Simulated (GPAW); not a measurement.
Runs of GPAW 26.7.0 on Au. It takes space group Fm-3m (No. 225, cubic). Conventional cell: a = 4.070 Å, b = 4.070 Å, c = 4.070 Å, α = 90.00°, β = 90.00°, γ = 90.00°. Au (site symmetry m-3m) is surrounded by 12 Au at 2.88 Å. 

| level | gap on the mesh (eV) | pressure (GPa) | relaxed volume (Å³/atom) |
| --- | --- | --- | --- |
| PBEsol+D3 | none | -0.1 | 16.81 |
| PBEsol | none | 0.0 | (a) |
| PBEsol+D3(BJ)+ATM | none | 0.1 | - |
| PBEsol+D4 | none | 0.2 | 16.94 |
| PBEsol+D3(BJ) | none | 0.0 | 16.72 |

Alike in all rows: task relaxation of cell and atoms; potentials or basis PAW data sets generated in the run's folder for this functional, pw; no spin polarisation; cell relaxed; k mesh 11 × 11 × 11; cutoff (eV) 600; smearing fermi-dirac 0.05 eV.

Problem. Estimate the missing entries.

Solution. (a) 17.28.

Caveats: with this Au data set, volumes or pressures lay over 1.5 % or 2 GPa off other programs in two to four cells of ten; later steps reuse the first step's grids; pairwise dispersion overbinds metals, which lowers pressure and volume (some runs); the relaxation stopped at its first step, so nothing moved (some runs).

A k mesh can miss the band edges, and the runs leave out spin-orbit coupling on Au.

A gap of «none» marks a metal or a gap under the smearing width.
